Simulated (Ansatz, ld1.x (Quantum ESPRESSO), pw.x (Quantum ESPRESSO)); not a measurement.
**From atom to crystal: TM potential for Tc**

Tc, norm-conserving Troullier–Martins (Kleinman–Bylander form), made with ld1.x (Quantum ESPRESSO) 7.5 (PBE, scalar-relativistic). Core [Kr], reference 4d5 5s2 5p0. Waves: 5s (bound): rc 2.35 bohr; 5p (bound, empty): rc 3.40 bohr; 4d (bound): rc 1.45 bohr. Local part: all-electron potential smoothed inside 3.15 bohr (lloc = -2). Core correction: a·sin(br)/r model core inside 1.30 bohr.

Atomic tests: cutoffs needed: 50 Ry and 60 Ry (the cutoffs (Ry, on a coarse ladder) from which the occupation-weighted sum of valence levels, in a spherical-Bessel basis at the reference potential, stays within 10 and 1 mRy of its value at 400 Ry); ghost test: no extra level below or beside the all-electron valence levels (s, p, d, f tested) (spherical-Bessel basis up to 400 Ry, 20 bohr box); largest excitation error: -248 meV (all-electron minus pseudo) for 4d4 5s0 5p0, out of 7 test configurations.

Crystal test: bcc Tc in pw.x 7.5, no spin, 15³ k-points, Fermi–Dirac smearing 0.01 Ry, cutoffs 75/300 Ry. The reference is all-electron LAPW (Ansatz 0.2.0) with the same functional, mesh and smearing; V0 and B0 come from Birch–Murnaghan fits to the pressures at five volumes. Errors are pseudo minus all-electron; Δ is the rms difference of the E(V) curves that follow from these fits, minima aligned, over ±6 % about the mean V0. Mesh and smearing are coarse, so the numbers serve the comparison and aren't converged zero-temperature values; the lattice is a test structure that the element need not adopt.

All-electron: a0 = 3.083 Å (V0 = 14.65 Å³/atom), B0 = 289.0 GPa.

How far does the potential miss the all-electron equation of state?

mean pressure error (GPa): +22.99. The pressure does not cross zero within the volumes sampled, so no fit is given. The largest radius (3.40 bohr) exceeds half the bond length (2.52 bohr), so the spheres overlap, which is one possible source of error among others. This is a poor potential for the solid.

```tsv
V (Å³/atom)	P all-electron (GPa)	P pseudo (GPa)
13.899	17.20	44.94
14.265	8.23	33.31
14.631	0.42	23.14
14.997	-6.37	14.25
15.363	-12.28	6.48
```

At the middle volume, how do free energy and pressure move when the wave cutoff is lowered (ecutrho kept at four times it)?

```tsv
cutoff (Ry)	shift of F (meV/atom)	shift of P (GPa)
34	+1628.0	-68.36
45	+221.3	-13.99
60	+7.5	-0.92
```

Input at the middle volume:

```
&control
  calculation='scf', prefix='x', pseudo_dir='./', outdir='./tmp', tstress=.true., disk_io='low'
/
&system
  ibrav=0, nat=1, ntyp=1, ecutwfc=75, ecutrho=300, nbnd=11,
  occupations='smearing', smearing='fd', degauss=0.01
/
&electrons
  conv_thr=1e-09, mixing_beta=0.4, electron_maxstep=70
/
ATOMIC_SPECIES
Tc 1.0 Tc.UPF
CELL_PARAMETERS angstrom
  -1.54077068 1.54077068 1.54077068
  1.54077068 -1.54077068 1.54077068
  1.54077068 1.54077068 -1.54077068
ATOMIC_POSITIONS crystal
Tc 0.0000 0.0000 0.0000
K_POINTS automatic
15 15 15 0 0 0
```

```bash
pw.x < Tc.scf.in > Tc.scf.out
```

Lines of the output:

```
Message from routine setup:
     using ibrav=0 with symmetry is DISCOURAGED, use correct ibrav instead
     lattice parameter (alat)  =       5.0431  a.u.
     unit-cell volume          =      98.7349 (a.u.)^3
     number of electrons       =         7.00
     number of Kohn-Sham states=           11
     kinetic-energy cutoff     =      75.0000  Ry
     charge density cutoff     =     300.0000  Ry
     scf convergence threshold =      1.0E-09
     Exchange-correlation= PBE
     number of k points=   120  Fermi-Dirac smearing, width (Ry)=  0.0100
     iteration #  1     ecut=    75.00 Ry     beta= 0.40
     total energy              =     -35.32502624 Ry
     estimated scf accuracy    <       0.02012919 Ry
     iteration #  2     ecut=    75.00 Ry     beta= 0.40
     total energy              =     -35.32606041 Ry
     estimated scf accuracy    <       0.00227226 Ry
     iteration #  3     ecut=    75.00 Ry     beta= 0.40
     total energy              =     -35.32627460 Ry
     estimated scf accuracy    <       0.00019938 Ry
     iteration #  4     ecut=    75.00 Ry     beta= 0.40
     total energy              =     -35.32627841 Ry
     estimated scf accuracy    <       0.00000106 Ry
     iteration #  5     ecut=    75.00 Ry     beta= 0.40
     total energy              =     -35.32627836 Ry
     estimated scf accuracy    <       0.00000033 Ry
     iteration #  6     ecut=    75.00 Ry     beta= 0.40
     total energy              =     -35.32627842 Ry
     estimated scf accuracy    <       0.00000002 Ry
     iteration #  7     ecut=    75.00 Ry     beta= 0.40
     the Fermi energy is    15.9495 ev
!    total energy              =     -35.32627842 Ry
     estimated scf accuracy    <          4.2E-10 Ry
     smearing contrib. (-TS)   =      -0.00670175 Ry
     The total energy is F=E-TS. E is the sum of the following terms:
     one-electron contribution =      13.32595149 Ry
     hartree contribution      =       1.00523667 Ry
     xc contribution           =     -19.02837172 Ry
     ewald contribution        =     -30.62239311 Ry
     convergence has been achieved in   7 iterations
          total   stress  (Ry/bohr**3)                   (kbar)     P=      231.44
```

The run at the middle volume (120 k-points, 7 iterations) took about 15 s on one core of a shared host (Neoverse-V1, 32 threads, 247 GiB, load 20).
